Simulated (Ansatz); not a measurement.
# Cs (sc type): the cost of one run

Program: Ansatz 0.2.0. Level of theory: DFT PBE, with the methods named in each step. These are calculated values, not measurements.

This is Cs in the simple cubic structure; at room conditions it is bcc.

## (1) The structure to begin with

Symmetry: Pm-3m, No. 221, cubic system. The conventional cell has a = 5.012 Å, b = 5.012 Å, c = 5.012 Å, α = 90.00°, β = 90.00°, γ = 90.00°.

Structure file:

```xyz
1
Lattice="5.0116 0.0000 0.0000 0.0000 5.0116 0.0000 0.0000 0.0000 5.0116" Properties=species:S:1:pos:R:3 pbc="T T T"
Cs    0.0000    0.0000    0.0000
```

Whether this phase is the stable one at these pressures isn't tested.

## (2) The reference volume, LAPW

input.yaml

```yaml
crystal:
  lattice:
    - [5.011611945, 0.0, 0.0]
    - [0.0, 5.011611945, 0.0]
    - [0.0, 0.0, 5.011611945]
  atoms:
    - { symbol: Cs, position: [0.0, 0.0, 0.0] }
kpoints:
  mp_grid: { grid: [8, 8, 8] }
  band_path:
    path:
      - [0.0, 0.0, 0.0]
      - [0.0, 0.5, 0.0]
      - [0.5, 0.5, 0.0]
      - [0.0, 0.0, 0.0]
      - [0.5, 0.5, 0.5]
      - [0.0, 0.5, 0.0]
      - [0.5, 0.5, 0.5]
      - [0.5, 0.5, 0.0]
    npoints: 14
scf:
  occupations: { method: fermi_dirac, width: 0.08 }
hamiltonian:
  xc: pbe
  pseudopotentials: { kind: all_electron, lapw: { basis_error: 0.001 } }
output:
  forces: true
  stress: true
  eigenvalues: true
  populations: true
  dos: { projected: true, de: 0.2, e_range: [-14, 8] }
```

The run is started by

```bash
$ ansatz run input.yaml --threads 1 --pin off --max-ram 2048MiB --backend cpu --events-out ev --progress --plain --runs-dir out
```

What time and memory should one allow on 1 thread of Arm Neoverse V1, shared host?

About 3.9 s, with a peak of 0.21 GiB.
